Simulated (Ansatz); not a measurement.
# Br on several prototypes: ranking of structure types by relaxed energy

A script is to give a ranking of structure types by relaxed energy; the system is Br on several prototypes.

All numbers are computed with Ansatz 0.2.0, driven from Python. Level of theory: DFT PBE, plane waves, PAW.

**1. The structure**

Br Fd-3m: It takes space group Fd-3m (No. 227, cubic). The conventional cell has a = 6.480 Å, b = 6.480 Å, c = 6.480 Å, α = 90.00°, β = 90.00°, γ = 90.00°. Br (site symmetry -43m) is surrounded by 4 Br at 2.81 Å.

Br Im-3m: It takes space group Im-3m (No. 229, cubic). Conventional cell: a = 3.740 Å, b = 3.740 Å, c = 3.740 Å, α = 90.00°, β = 90.00°, γ = 90.00°. Br (site symmetry m-3m) is surrounded by 8 Br at 3.24 Å.

Br P6_3/mmc: It takes space group P6_3/mmc (No. 194, hexagonal). Conventional cell: a = 3.330 Å, b = 3.330 Å, c = 5.438 Å, α = 90.00°, β = 90.00°, γ = 120.00°. Around Br (site symmetry -6m2) lie 12 Br at 3.33 Å.

Br Pm-3m: Symmetry: Pm-3m, No. 221, cubic system. Conventional cell: a = 3.060 Å, b = 3.060 Å, c = 3.060 Å, α = 90.00°, β = 90.00°, γ = 90.00°. Br (site symmetry m-3m) is surrounded by 6 Br at 3.06 Å.

Br Fm-3m: Symmetry: Fm-3m, No. 225, cubic system. Conventional cell: a = 4.710 Å, b = 4.710 Å, c = 4.710 Å, α = 90.00°, β = 90.00°, γ = 90.00°. Around Br (site symmetry m-3m) lie 12 Br at 3.33 Å.

No structure file is read: the coordinates are typed or built in the script.

**2. Script**

The input, br_prototypes.py:

```python
"""Br on common prototypes, each relaxed."""

import warnings

import ansatz as az
import numpy as np
import pandas as pd
import spglib

FUNCTIONAL = "pbe"
CUTOFF = 500
K_SPACING = 0.16
OCCUPATIONS = "fermi_dirac"
SIGMA = 0.02


def diamond(A, a):
    return (
        az.Lattice.fcc(a)
        .space_group(227, origin_choice=1)
        .atom(A, (0, 0, 0))
        .primitive()
    )


def bcc(a_site, a):
    return az.Crystal.bcc(a_site, a=a)


def hcp(A, a):
    return (
        az.Lattice.from_parameters(a, a, 1.633 * a, alpha=90, beta=90, gamma=120)
        .space_group(194)
        .atom(A, (1 / 3, 2 / 3, 0.25))
    )


def sc(A, a):
    return (
        az.Lattice.cubic(a)
        .space_group(221)
        .atom(A, (0, 0, 0))
    )


def fcc(first, a):
    return (
        az.Lattice.fcc(a)
        .space_group(225)
        .atom(first, (0, 0, 0))
        .primitive()
    )


def compute(name, crystal):
    calc = (
        crystal.calculation()
        .functional(FUNCTIONAL)
        .basis(CUTOFF)
        .kpoints(spacing=K_SPACING)
        .occupations(OCCUPATIONS, width=SIGMA)
        .stress()
        .band_table()
    )
    calc = calc.relax(force_tolerance=0.01, cell=True)
    return calc.run(threads=1, pin="off")


def space_group(outcome):
    sites = outcome.report["lattice"]["sites"]
    kinds = sorted({site["symbol"] for site in sites})
    cell = (outcome.lattice.cell_ang, [site["position_frac"] for site in sites], [kinds.index(site["symbol"]) for site in sites])
    return spglib.get_spacegroup(cell, symprec=0.01)


def gap_ev(outcome):
    # nan where the run reports no band edges: a metal, overlapping bands, or a gap that is small against the smearing
    edges = outcome.report.get("band_edges_ev")
    return edges[1] - edges[0] if edges else float("nan")


def volume_per_atom(outcome):
    return abs(np.linalg.det(outcome.lattice.cell_ang)) / len(outcome.lattice.sites)

# starting lattice constants are rough guesses; the relaxation finds the rest
warnings.simplefilter("ignore")

phases = {}
phases["diamond"] = diamond("Br", 6.48)
phases["bcc"] = bcc("Br", 3.74)
phases["hcp"] = hcp("Br", 3.33)
phases["sc"] = sc("Br", 3.06)
phases["fcc"] = fcc("Br", 4.71)

done = {}
for name, crystal in phases.items():
    try:
        done[name] = compute(name, crystal)
    except az.NonConvergedError as error:
        print(name, "did not converge:", str(error)[:120])

energy = {name: o.report["energy_sigma0_ev"] / len(o.lattice.sites) for name, o in done.items()}
lowest = min(energy.values())
rows = [(name, len(o.lattice.sites), 1000 * (energy[name] - lowest), space_group(o), gap_ev(o), volume_per_atom(o)) for name, o in done.items()]
rows.sort(key=lambda row: row[2])
print(pd.DataFrame(rows, columns=["phase", "atoms", "dE (meV/atom)", "space group", "gap (eV)", "V (A^3/atom)"]).round(4).to_string(index=False))
print("lowest in energy:", rows[0][0])
```

**3. What the engine is handed**

The package turns the script's settings into the engine's input (first run):

```yaml
crystal:
  lattice:
    bravais: fcc
    a: 6.48
  space_group: 227
  setting:
    origin_choice: 1
  atoms:
    - { symbol: Br, position: [0.0, 0.0, 0.0] }
  reduce_to_primitive: true
basis:
  ecutwfc: 500.0
kpoints:
  mp_grid:
    kspacing: 0.16
hamiltonian:
  xc: pbe
scf:
  occupations:
    method: fermi_dirac
    width: 0.02
relax:
  f_tol: 0.01
  cell: {}
output:
  stress: true
  eigenvalues: true
```

**4. Launch**

Run with:

```
$ python br_prototypes.py
```

**Question.** Which of these structures comes out lowest, and how far apart are they?

The runs gave:

```
        quantity          value
   runs compared              5
          lowest  run 4 (Pm-3m)
next above it by  72.2 meV/atom
```

**Reading.** By space group at the end of each run: Pm-3m (+0 meV an atom, 29.7 Å³), P6_3/mmc (+72 meV an atom, 28.7 Å³), Im-3m (+196 meV an atom, 26.6 Å³), Fd-3m (+204 meV an atom, 42.8 Å³) and Fm-3m (+229 meV an atom, 26.3 Å³). In run 4, the volume grew by 3.8 % over 2 moves, and the space group stayed Pm-3m. In run 5, over 2 moves the cell grew by 0.7 % in volume, and the space group stayed Fm-3m. The cells are built on prototypes, so they need not be phases found in nature. Rows bear the name of their start, and a relaxation keeps or raises the symmetry. Differences under 10 to 15 meV an atom lie within the error of mesh and functional.
